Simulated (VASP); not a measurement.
# Fe: single point with PBE

Fe, a slab with vacuum:

```
CELL_PARAMETERS angstrom
2.87800 0.00000 0.00000
0.00000 2.87800 0.00000
0.00000 0.00000 25.07300
ATOMIC_POSITIONS crystal
Fe 0.50000 0.50000 0.29913
Fe 0.00000 0.00000 0.35652
Fe 0.50000 0.50000 0.41391
Fe 0.00000 0.00000 0.47130
Fe 0.50000 0.50000 0.52870
Fe 0.00000 0.00000 0.58609
Fe 0.50000 0.50000 0.64348
Fe 0.00000 0.00000 0.70087
```

The slab is cut from a database's or a generator's crystal, which needn't be the stable form of the element.

The cell isn't the ideal one: the (1 0 0) slab of Fe, cut from the database cell, not relaxed.

| Property | Result |
| --- | --- |
| Program | VASP 6.6.1 |
| Task | single point |
| Functional | PBE |
| Potentials or basis | VASP PAW PBE potentials, release 64 (Fe) |
| Cutoff | 520 eV |
| k mesh | 9 × 9 × 1 |
| Occupations | fermi-dirac, width 0.05 eV |
| Spin | collinear spin, ferromagnetic start |
| Starting moments | [3.0, 3.0, 3.0, 3.0, 3.0, 3.0, 3.0, 3.0] μB |

```
Largest force                                         : 0.494 eV/Å
Band gap on the k mesh                                : none (metal or under the smearing width)
Net moment                                            : 20.77 μB per cell
Site moments                                          : Fe +3.01, +2.44, +2.45, +2.37 μB
Valence electrons inside the program's atomic spheres : Fe 6.87, 7.18, 7.17
```

Forces in eV/Å, atoms in the order of the input:
```
Fe   0.000  0.000  0.494
Fe   0.000  0.000 -0.350
Fe   0.000  0.000  0.119
Fe   0.000  0.000  0.097
Fe   0.000  0.000 -0.097
Fe   0.000  0.000 -0.119
Fe   0.000  0.000  0.350
Fe   0.000  0.000 -0.494
```

Levels at points of the mesh, in eV from the Fermi level:
Spin up:
```csv
k point,band 39,band 40,band 41,band 42,band 43,band 44,band 45,band 46
"(0.00, 0.00, 0.00)",-0.74,-0.74,-0.42,-0.33,-0.21,-0.21,-0.11,0.72
```
Spin down:
| k point | band 19 | band 20 | band 21 | band 22 | band 23 | band 24 | band 25 | band 26 |
| --- | --- | --- | --- | --- | --- | --- | --- | --- |
| (0.00, 0.00, 0.00) | -0.05 | -0.04 | 0.15 | 0.15 | 0.16 | 0.27 | 0.27 | 0.48 |

Run time: 17 min on 1 thread of Intel(R) Xeon(R) Platinum 8488C (Sapphire Rapids), on a shared host, peak memory 0.51 GiB.
